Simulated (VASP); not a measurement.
# Zn (P-3m1) in VASP: single point with PBE

Aim: the single point of Zn with PBE.

Program: VASP 6.6.1. These are calculated values, not measurements. Logs are shortened: lines on timing, memory, paths and dates and some standing lists are left out, and cuts for length are marked.

### 1 The cell of the first run

Symmetry: P-3m1, No. 164, trigonal system. The conventional cell has a = 2.665 Å, b = 2.665 Å, c = 4.947 Å, α = 90.00°, β = 90.00°, γ = 120.00°. Zn (site symmetry 3m) is surrounded by 9 Zn at 2.66 to 2.75 Å.

This isn't the form of Zn at room conditions, which is hcp.

### 2 Single point, PBE (atom 1 (Zn) moved by [0.0, 0.0, 0.2] A)

Contents of INCAR:

```
SYSTEM = Zn
PREC = Accurate
ENCUT = 520
EDIFF = 1E-6
ISMEAR = -1
SIGMA = 0.03
LREAL = .FALSE.
LASPH = .TRUE.
NELM = 100
ALGO = Fast
ISIF = 2
LWAVE = .FALSE.
LCHARG = .FALSE.
GGA = PE
NBANDS = 19
```

Contents of KPOINTS:

```
Automatic mesh
0
G
  18 18 8
  0 0 0
```

Contents of POSCAR:

```
Zn
1.0
    2.6647980532      0.0000000000      0.0000000000
   -1.3323990266      2.3077828100      0.0000000000
    0.0000000000      0.0000000000      4.9467000000
Zn
2
Direct
    0.3333333333      0.6666666667      0.2904309944
    0.6666666667      0.3333333333      0.7500000000
```

Potentials or basis: VASP PAW PBE potentials, release 64 (Zn).

Run with:

```console
$ cat potpaw_PBE.64/Zn/POTCAR > POTCAR
$ mpirun -np 1 vasp_std > vasp.out
```

OUTCAR:

```text
SYSTEM = Zn
   PREC = Accurate
   ENCUT = 520
   EDIFF = 1E-6
   ISMEAR = -1
   LREAL = .FALSE.
   LASPH = .TRUE.
   NELM = 100
   ISIF = 2
   GGA = PE

 ion  position               nearest neighbor table
   1  0.333  0.667  0.290-   2 2.75   2 2.75   2 2.75
   2  0.667  0.333  0.750-   1 2.75   1 2.75   1 2.75

  LATTYP: Found a hexagonal cell.
 ALAT       =     2.6647980532
 C/A-ratio  =     1.8563132745

  Lattice vectors:

 A1 = (   2.6647980532,   0.0000000000,   0.0000000000)
 A2 = (  -1.3323990266,   2.3077828100,   0.0000000000)
 A3 = (   0.0000000000,   0.0000000000,   4.9467000000)

Analysis of symmetry for initial positions (statically):
=====================================================================
 Subroutine PRICEL returns:
 Original cell was already a primitive cell.

 Routine SETGRP: Setting up the symmetry group for a
 hexagonal supercell.

 Subroutine GETGRP returns: Found 12 space group operations
 (whereof  6 operations were pure point group operations)
 out of a pool of 24 trial point group operations.

The static configuration has the point symmetry C_3v.
 The point group associated with its full space group is D_3d.

Analysis of symmetry for dynamics (positions and initial velocities):
=====================================================================
 Subroutine PRICEL returns:
 Original cell was already a primitive cell.

 Routine SETGRP: Setting up the symmetry group for a
 hexagonal supercell.

 Subroutine GETGRP returns: Found 12 space group operations
 (whereof  6 operations were pure point group operations)
 out of a pool of 24 trial point group operations.

The dynamic configuration has the point symmetry C_3v.
 The point group associated with its full space group is D_3d.

 Subroutine INISYM returns: Found 12 space group operations
 (whereof  6 operations are pure point group operations),
 and found     1 'primitive' translations

----------------------------------------------------------------------------------------

                                     Primitive cell

  volume of cell :      30.4211

  direct lattice vectors                    reciprocal lattice vectors
     2.664798053  0.000000000  0.000000000     0.375262958  0.216658170  0.000000000
    -1.332399027  2.307782810  0.000000000     0.000000000  0.433316340  0.000000000
     0.000000000  0.000000000  4.946700000     0.000000000  0.000000000  0.202154972

  length of vectors
     2.664798053  2.664798053  4.946700000     0.433316340  0.433316340  0.202154972

  position of ions in fractional coordinates (direct lattice)
     0.333333333  0.666666667  0.290430994
     0.666666667  0.333333333  0.750000000

  ion indices of the primitive-cell ions
   primitive index   ion index
                 1           1
                 2           2

----------------------------------------------------------------------------------------

 KPOINTS: Automatic mesh

Automatic generation of k-mesh.
 Grid dimensions read from file:
 generate k-points for:   18   18    8

 Generating k-lattice:

  Cartesian coordinates                     Fractional coordinates (reciprocal lattice)
     0.020847942  0.012036565  0.000000000     0.055555556  0.000000000  0.000000000
     0.000000000  0.024073130  0.000000000     0.000000000  0.055555556  0.000000000
     0.000000000  0.000000000  0.025269372     0.000000000  0.000000000  0.125000000

  Length of vectors
     0.024073130  0.024073130  0.025269372

  Shift w.r.t. Gamma in fractional coordinates (k-lattice)
     0.000000000  0.000000000  0.000000000

 Subroutine IBZKPT returns following result:
 ===========================================

 Found    266 irreducible k-points:

 Following reciprocal coordinates:
            Coordinates               Weight
  0.000000  0.000000  0.000000      1.000000
  0.055556 -0.000000  0.000000      6.000000
  0.111111 -0.000000  0.000000      6.000000
  0.166667 -0.000000  0.000000      6.000000
  0.222222 -0.000000  0.000000      6.000000
  0.277778 -0.000000  0.000000      6.000000
[... 16 lines left out ...]
  0.333333  0.111111  0.000000     12.000000
  0.388889  0.111111  0.000000     12.000000
 [... further k-points ...]
   k-points           NKPTS =    266   k-points in BZ     NKDIM =    266   number of bands    NBANDS=     19
   number of dos      NEDOS =    301   number of ions     NIONS =      2
   total plane-waves  NPLWV =  16000
   dimension x,y,z NGX =    20 NGY =   20 NGZ =   40
   dimension x,y,z NGXF=    40 NGYF=   40 NGZF=   80
   ions per type =               2
   NGX,Y,Z   is equivalent  to a cutoff of  12.48, 12.48, 13.44 a.u.
   NGXF,Y,Z  is equivalent  to a cutoff of  24.95, 24.95, 26.89 a.u.
 SYSTEM =  Zn
   PREC   = accura    normal or accurate (medium, high low for compatibility)
   ISTART =      0    job   : 0-new  1-cont  2-samecut
   ICHARG =      2    charge: 1-file 2-atom 10-const
   ISPIN  =      1    spin polarized calculation?
   LNONCOLLINEAR =      F non collinear calculations
   LSORBIT =      F    spin-orbit coupling
   LASPH  =      T    aspherical Exc in radial PAW
   ENCUT  =  520.0 eV  38.22 Ry    6.18 a.u.   4.95  4.95  9.20*2*pi/ulx,y,z
   NELM   =    100;   NELMIN=  2; NELMDL= -5     # of ELM steps
   EDIFF  = 0.1E-05   stopping-criterion for ELM
   LREAL  =      F    real-space projection
   EDIFFG = 0.1E-04   stopping-criterion for IOM
   NSW    =      0    number of steps for IOM
   IBRION =     -1    ionic relax: 0-MD 1-quasi-New 2-CG
   NFREE  =      0    steps in history (QN), initial steepest desc. (CG)
   ISIF   =      2    stress and relaxation
   ISYM   =      2    0-nonsym 1-usesym 2-fastsym
   POTIM  = 0.5000    time-step for ionic-motion
   TEBEG  =    0.0;   TEEND  =   0.0 temperature during run
   PSTRESS=    0.0 pullay stress
   NELECT =      24.0000    total number of electrons
   NUPDOWN=      -1.0000    fix difference up-down
   EMIN   =  10.00;   EMAX   =-10.00  energy-range for DOS
   EFERMI =   0.00;   METHOD = LEGACY
   ISMEAR =    -1;   SIGMA  =   0.03  broadening in eV -4-tet -1-fermi 0-gaus
   EFERMI_NEDOS =   21; number of points for ismear=-14 and -15
   IALGO  =     68    algorithm
   IMIX   =      4    mixing-type and parameters
     AMIX     =   0.40;   BMIX     =  1.00
     AMIX_MAG =   1.60;   BMIX_MAG =  1.00
  volume/ion in A,a.u.               =      15.21       102.65
  Fermi-wavevector in a.u.,A,eV,Ry     =   1.512703  2.858594 31.133805  2.288270
  Thomas-Fermi vector in A             =   2.622592
   LORBIT       =      0    0 simple, 1 ext, 2 COOP (PROOUT), +10 PAW based schemes
   GGA     = PE    functional components
   LHFCALC =     F    Hartree Fock is set to
   AEXX    =    0.0000 exact exchange contribution
   IVDW    =     0    specifies the selected vdW correction
   LEPSILON=     F    determine dielectric tensor
   LRPA    =     F    only Hartree local field effects (RPA)
 non-spin polarized calculation
 RMM-DIIS sequential band-by-band and
  energy-cutoff  :      520.00
  volume of cell :       30.42
 maximum number of plane-waves:       855
   NGX =  9   NGY =  9   NGZ = 19

 number of electron      24.0000007 magnetization

 Free energy of the ion-electron system (eV)
  ---------------------------------------------------
  ext. energy  EPLUGINS =         0.00000000
  ---------------------------------------------------
  free energy    TOTEN  =        -2.16721191 eV

  energy without entropy =       -2.16549603  energy(sigma->0) =       -2.16635397

 E-fermi :   3.2719     XC(G=0): -11.5369

 val. band max:        3.2661634538   @ k =   0.3333   0.2778   0.1250
 cond. band min:       3.2992768073   @ k =   0.3333   0.2222   0.2500
 fundamental gap:      0.0331133535
 Fermi energy:         3.2719295694

 k-point     1 :       0.0000    0.0000    0.0000
  band No.  band energies     occupation
      1      -7.3730      2.00000
      2      -5.5452      2.00000
      3      -4.8098      2.00000
      4      -4.6149      2.00000
      5      -4.6149      2.00000
      6      -4.5640      2.00000
[... 11 lines left out ...]
     18      22.1318      0.00000
     19      22.1543      0.00000

 k-point     2 :       0.0556   -0.0000    0.0000
  band No.  band energies     occupation
      1      -7.2820      2.00000
      2      -5.5057      2.00000
      3      -4.8022      2.00000
      4      -4.6235      2.00000
      5      -4.5934      2.00000
      6      -4.5741      2.00000
[... 11 lines left out ...]
     18      21.2642      0.00000
     19      22.9869      0.00000

 k-point     3 :       0.1111   -0.0000    0.0000
  band No.  band energies     occupation
      1      -7.0129      2.00000
      2      -5.3980      2.00000
      3      -4.7877      2.00000
      4      -4.6440      2.00000
      5      -4.5927      2.00000
      6      -4.5314      2.00000
[... 11 lines left out ...]
     18      20.6245      0.00000
     19      22.1845      0.00000

 k-point     4 :       0.1667   -0.0000    0.0000
  band No.  band energies     occupation
      1      -6.5812      2.00000
      2      -5.2590      2.00000
      3      -4.7821      2.00000
      4      -4.6824      2.00000
      5      -4.5666      2.00000
      6      -4.4395      2.00000
[... 11 lines left out ...]
     18      19.3726      0.00000
     19      20.4283      0.00000

 k-point     5 :       0.2222   -0.0000    0.0000
  band No.  band energies     occupation
      1      -6.0385      2.00000
      2      -5.1628      2.00000
      3      -4.7585      2.00000
      4      -4.7406      2.00000
      5      -4.5471      2.00000
      6      -4.4553      2.00000
[... 11 lines left out ...]
     18      18.7325      0.00000
     19      19.2051      0.00000
[... 334 lines left out ...]
      2      -5.0664      2.00000
      3      -4.8678      2.00000
      4      -4.7057      2.00000
      5      -4.6021      2.00000
      6      -4.5288      2.00000
[... 11 lines left out ...]
     18      17.5393      0.00000
     19      18.6671      0.00000

 k-point    22 :       0.2778    0.1111    0.0000
  band No.  band energies     occupation
      1      -5.2054      2.00000
      2      -5.1154      2.00000
      3      -4.9615      2.00000
      4      -4.6198      2.00000
      5      -4.5346      2.00000
      6      -4.4939      2.00000
[... 11 lines left out ...]
     18      16.8944      0.00000
     19      18.1511      0.00000

 k-point    23 :       0.3333    0.1111    0.0000
  band No.  band energies     occupation
      1      -5.2186      2.00000
      2      -5.1459      2.00000
      3      -5.0415      2.00000
      4      -4.6241      2.00000
      5      -4.5098      2.00000
      6      -4.4325      2.00000
[... 11 lines left out ...]
     18      16.4152      0.00000
     19      17.7576      0.00000

 k-point    24 :       0.3889    0.1111    0.0000
  band No.  band energies     occupation
      1      -5.2525      2.00000
      2      -5.1631      2.00000
      3      -5.0938      2.00000
      4      -4.6356      2.00000
      5      -4.5224      2.00000
      6      -4.4013      2.00000
[... 11 lines left out ...]
     18      16.1200      0.00000
     19      17.5168      0.00000

 [... further k-points ...]
[... 5 lines left out ...]
  --------------------------------------------------------------------------------------
  -------------------------------------------------------------------------------------
  Total        0.0973384      0.0973384      0.4829679      0.0000000     -0.0000000      0.0000000
  in kB        5.1264895      5.1264895     25.4363056      0.0000000     -0.0000000      0.0000000
  external PRESSURE =      11.8964282 kB  Pullay stress =       0.0000000 kB

 VOLUME and BASIS-vectors are now :
 -----------------------------------------------------------------------------
  energy-cutoff  :      520.00
  volume of cell :       30.42
      direct lattice vectors                 reciprocal lattice vectors
     2.664798053  0.000000000  0.000000000     0.375262958  0.216658170  0.000000000
    -1.332399027  2.307782810  0.000000000     0.000000000  0.433316340  0.000000000
     0.000000000  0.000000000  4.946700000     0.000000000  0.000000000  0.202154972

 POSITION                                       TOTAL-FORCE (eV/Angst)
 -----------------------------------------------------------------------------------
     -0.00000      1.53852      1.43667         0.000000      0.000000     -0.495423
      1.33240      0.76926      3.71002        -0.000000      0.000000      0.495423
 -----------------------------------------------------------------------------------
    total drift:                                0.000000     -0.000000     -0.000087

  FREE ENERGIE OF THE ION-ELECTRON SYSTEM (eV)
  ---------------------------------------------------
  free  energy   TOTEN  =        -2.1672119073 eV

  energy  without entropy=       -2.1654960291  energy(sigma->0) =       -2.16635397
```

Run time: 48 s. Hardware: 1 thread of Intel Xeon 6975P-C (Granite Rapids), shared host; peak memory 0.23 GiB.

What came out:

- Free energy: -2.1672 eV
- Pressure: 1.2 GPa
- Largest force: 0.495 eV/Å
- Band gap on the k mesh: none (metal or under the smearing width)

Forces in eV/Å, atoms in the order of the input:
```
Zn   0.000  0.000 -0.495
Zn   0.000  0.000  0.495
```

Stress tensor (GPa, compression positive):
```
0.51 0.00 0.00
0.00 0.51 0.00
0.00 0.00 2.54
```

Levels at points of the mesh, in eV from the Fermi level:
```tsv
k point	band 8	band 9	band 10	band 11	band 12	band 13	band 14	band 15	band 16	band 17
(0.00, 0.00, 0.00)	-7.51	-7.51	-7.28	-7.28	-3.73	-3.21	13.68	16.95	17.19	17.19
(0.50, 0.00, 0.00)	-7.29	-7.12	-7.09	-3.05	-2.38	2.46	3.51	3.87	5.65	9.90
(0.00, 0.00, 0.50)	-7.57	-7.43	-7.43	-7.32	-7.32	3.77	5.18	18.18	18.18	18.77
(0.50, 0.00, 0.50)	-7.28	-7.11	-7.09	-2.20	-2.05	0.05	0.06	9.71	10.41	11.22
```
